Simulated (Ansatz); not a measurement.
# Al: the cost of one run

Method: DFT PBE, scalar-relativistic, plane waves, PAW, in Ansatz 0.2.0.

### 1 Starting point

It takes space group Fm-3m (No. 225, cubic). Conventional cell: a = 4.041 Å, b = 4.041 Å, c = 4.041 Å, α = 90.00°, β = 90.00°, γ = 90.00°. Al (site symmetry m-3m) is surrounded by 12 Al at 2.86 Å.

Coordinates:

```
CELL_PARAMETERS angstrom
0.00000 2.02073 2.02073
2.02073 0.00000 2.02073
2.02073 2.02073 0.00000
ATOMIC_POSITIONS crystal
Al 0.00000 0.00000 0.00000
```

This cell was relaxed beforehand with the same method: volume 16.50 Å³/atom, gap on the mesh none (metal).

Its energy, with the smearing taken to zero, is -537.4996 eV for the 1-atom cell on a 18×18×18 mesh; differences below count from it.

### 2 Making the start

24 Al were thrown into a skewed cell at random, at 1.14 times a reference volume of the solid, and pushed apart as soft spheres.

The cell holds 24 Al: a = 7.855 Å, b = 7.846 Å, c = 7.350 Å, α = 89.88°, β = 85.37°, γ = 89.63°.

### 3 Stage at 1800 K

The cutoff is lowered while the worst contacts of the packing are taken out. One k point, a Fermi-Dirac width of 0.155 eV and a fixed cell.

input.yaml reads:

```yaml
crystal:
  lattice:
    - [7.849269, 0.025392, 0.306869]
    - [0.025392, 7.84624, 0.007652]
    - [0.306869, 0.007652, 7.343348]
  atoms:
    - { symbol: Al, position: [0.0517871434, 0.7655120899, 0.2188642722] }
    - { symbol: Al, position: [0.0329163839, 0.5508735838, 0.7558465501] }
    - { symbol: Al, position: [0.6249628243, 0.3458758456, 0.6067969697] }
    - { symbol: Al, position: [0.811972984, 0.5844492052, 0.5252178037] }
    - { symbol: Al, position: [0.7351838964, 0.0212129572, 0.3891494704] }
    - { symbol: Al, position: [0.0088056145, 0.844727959, 0.8981027288] }
    - { symbol: Al, position: [0.3111135971, 0.2228974582, 0.1560426538] }
    - { symbol: Al, position: [0.6365600868, 0.2339732588, 0.1359167664] }
    - { symbol: Al, position: [0.089218166, 0.4099236953, 0.4219453912] }
    - { symbol: Al, position: [0.9846232882, 0.1553793236, 0.1506125956] }
    - { symbol: Al, position: [0.9544241198, 0.1572660557, 0.5691995465] }
    - { symbol: Al, position: [0.2878772521, 0.7168133286, 0.8045067731] }
    - { symbol: Al, position: [0.3793040289, 0.7326328091, 0.1201383253] }
    - { symbol: Al, position: [0.6884998908, 0.8964325432, 0.0878008604] }
    - { symbol: Al, position: [0.521439146, 0.8101605336, 0.5214913649] }
    - { symbol: Al, position: [0.2757367993, 0.3656667527, 0.6672692648] }
    - { symbol: Al, position: [0.6441693412, 0.011087235, 0.7706517028] }
    - { symbol: Al, position: [0.4410872166, 0.4332349658, 0.9305067252] }
    - { symbol: Al, position: [0.6756400763, 0.6068808666, 0.2421920591] }
    - { symbol: Al, position: [0.7594652954, 0.4752889245, 0.9147113014] }
    - { symbol: Al, position: [0.9773624989, 0.476713118, 0.1294433373] }
    - { symbol: Al, position: [0.4425003797, 0.1403734977, 0.4480952408] }
    - { symbol: Al, position: [0.2095092037, 0.881699162, 0.4813303491] }
    - { symbol: Al, position: [0.402187183, 0.489936599, 0.3741138544] }
  symmetry: { detect: false }
basis:
  ecutwfc: 320
kpoints:
  mp_grid: { grid: [1, 1, 1], shift: [0.25, 0.25, 0.25] }
hamiltonian:
  xc: pbe
scf:
  occupations: { method: fermi_dirac, width: 0.1551 }
  lower_state_search: "off"
  convergence: { dr2_threshold: 1.0e-06 }
output:
  forces: true
  stress: true
md:
  timestep: 3.0
  n_steps: 24
  ensemble: nvt_langevin
  friction: 0.03
  temperature: 1800.0
  initial_velocities: maxwell_boltzmann
  seed: 2071
```

Run with:

```sh
$ ansatz run input.yaml --threads 2 --pin off --max-ram 5120MiB --backend cpu --events-out ev --progress --plain --runs-dir out
```

What time and memory should one allow on 2 threads of Intel Xeon 6975P-C (Granite Rapids), shared host?

About 16 s, with a peak of 0.43 GiB.
